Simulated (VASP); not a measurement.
# VASP 6.6.1 run: NaI

INCAR

```
NELM = 74
NBANDS = 14
NSW = 0
ISMEAR = -1
EDIFF = 1E-7
LCHARG = .FALSE.
IBRION = -1
PREC = Accurate
SIGMA = 0.02
LASPH = .TRUE.
GGA = PE
LREAL = .FALSE.
ENCUT = 520
ISIF = 2
LWAVE = .FALSE.
```

KPOINTS

```
KPOINTS created by Atomic Simulation Environment
0
Gamma
4 4 4
0 0 0
```

POSCAR

```
Na I
 1.0000000000000000
     0.0000000000000000    3.2297205553000001    3.3624620700999999
     3.2297205553000001    0.0000000000000000    3.3624620700999999
     3.2297205553000001    3.2297205553000001    0.0000000000000000
 Na  I
   1   1
Cartesian
  0.0000000000000000  0.0000000000000000  0.0000000000000000
  3.2297205552999997  3.2297205552999997  3.3624620700999994
```

The recommended PBE PAW datasets give the neutral cell 14 valence electrons.

Command

```
mpirun -np 1 vasp_std
```

**Question.** How does this run end, and what does it give?

**Answer.** It converged. Results: gap between bands v and c on the k mesh 3.53 eV; least direct gap on the k mesh 3.53 eV; pressure 0.0 GPa. Band v is the last that the valence electrons fill when counted band by band, and c is the next.

OSZICAR

```
N       E                     dE             d eps       ncg     rms          rms(c)
DAV:   1     0.846519910754E+02    0.84652E+02   -0.66321E+03   364   0.879E+02
DAV:   2     0.115289002542E+01   -0.83499E+02   -0.78635E+02   370   0.217E+02
DAV:   3    -0.529170367642E+01   -0.64446E+01   -0.64005E+01   472   0.606E+01
DAV:   4    -0.544823862595E+01   -0.15653E+00   -0.15648E+00   430   0.947E+00
DAV:   5    -0.545212349142E+01   -0.38849E-02   -0.38846E-02   494   0.156E+00    0.160E+00
DAV:   6    -0.538510245820E+01    0.67021E-01   -0.76264E-02   436   0.159E+00    0.108E+00
DAV:   7    -0.537546432942E+01    0.96381E-02   -0.69688E-02   454   0.134E+00    0.619E-01
DAV:   8    -0.537778811451E+01   -0.23238E-02   -0.56641E-03   430   0.593E-01    0.178E-01
DAV:   9    -0.537774921421E+01    0.38900E-04   -0.20731E-04   478   0.124E-01    0.435E-02
DAV:  10    -0.537776619516E+01   -0.16981E-04   -0.40015E-05   448   0.621E-02    0.984E-03
DAV:  11    -0.537776723215E+01   -0.10370E-05   -0.39309E-06   496   0.199E-02    0.189E-03
DAV:  12    -0.537776762629E+01   -0.39414E-06   -0.57360E-07   454   0.506E-03    0.122E-03
DAV:  13    -0.537776766212E+01   -0.35827E-07   -0.13352E-08   416   0.969E-04
   1 F= -.53777677E+01 E0= -.53777677E+01  d E =-.304859E-10
```

Standard output (part)

```
POSCAR found type information on POSCAR NaI
 POSCAR found :  2 types and       2 ions
 LDA part: xc-table for (Slater+PW92), standard interpolation
 POSCAR, INCAR and KPOINTS ok, starting setup
 WAVECAR not read
 entering main loop
```

For comparison, a separate PBE run of the intended cell, on usual settings and not on those above, gives a gap of 3.53 eV on its mesh and a pressure of -0.1 GPa.
